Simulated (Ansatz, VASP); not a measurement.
Cd in VASP and in Ansatz

INCAR

```
SYSTEM = Cd
ALGO     = Fast           ! electronic algorithm
EDIFF    = 1E-6           ! SCF threshold, eV
ENCUT    = 520            ! plane-wave cutoff, eV
GGA      = PS             ! functional
ISIF     = 2              ! what is computed and relaxed
ISMEAR   = 0              ! smearing method
LASPH    = .TRUE.         ! aspherical terms in the spheres
LCHARG   = .FALSE.        ! write CHGCAR
LREAL    = .FALSE.        ! projectors in reciprocal space
LWAVE    = .FALSE.        ! write WAVECAR
NBANDS   = 12             ! bands
NELM     = 80             ! most SCF steps
PREC     = Accurate       ! precision mode
SIGMA    = 0.15           ! smearing width, eV
```

The input KPOINTS:

```
k-points
0
G
  18 18 18
  0 0 0
```

The input POSCAR:

```
Cd
1.0
   -1.7843220000      1.7843220000      1.9270677600
    1.7843220000     -1.7843220000      1.9270677600
    1.7843220000      1.7843220000     -1.9270677600
Cd
1
Direct
    0.0000000000      0.0000000000      0.0000000000
```

Input for Ansatz:

```yaml
crystal:
  lattice:
    - [-1.784322, 1.784322, 1.92706776]
    - [1.784322, -1.784322, 1.92706776]
    - [1.784322, 1.784322, -1.92706776]
  atoms:
    - { symbol: Cd, position: [0.0, 0.0, 0.0] }
basis:
  ecutwfc: 420
kpoints:
  mp_grid: { grid: [18, 18, 18] }
hamiltonian:
  xc: pbesol
scf:
  occupations: { method: gaussian, width: 0.15 }
output:
  forces: true
  stress: true
  eigenvalues: true
```

Change from the starting cell: strain +0.000 along x and y, +0.080 along z, atoms carried along.

Alike in both runs: task single point; functional PBEsol; k mesh 18 × 18 × 18; occupations gaussian, width 0.15 eV; no spin polarisation.

|  | VASP | Ansatz |
| --- | --- | --- |
| version | VASP 6.6.1 | Ansatz 0.2.0 |
| potentials or method | VASP PAW PBE potentials, release 64 (Cd) | scalar-relativistic, plane waves, PAW |
| plane-wave cutoff (eV) | 520 | 420 |
| valence electrons in the cell | 12 | 20 |

|  | VASP | Ansatz | Ansatz less VASP |
| --- | --- | --- | --- |
| gap on the k mesh at the Fermi level (eV) | none | none | - |
| pressure (GPa) | -4.7 | -4.9 | -0.21 |
| largest component of the traceless stress (GPa) | 0.76 | 0.75 | -0.003 |

A gap of «none» marks a metal or a gap that the smearing closes. The two sets of potentials don't hold the same shells in valence.

Caveats: the PAW data sets were made with another functional, which shifts forces and pressure a little (VASP).
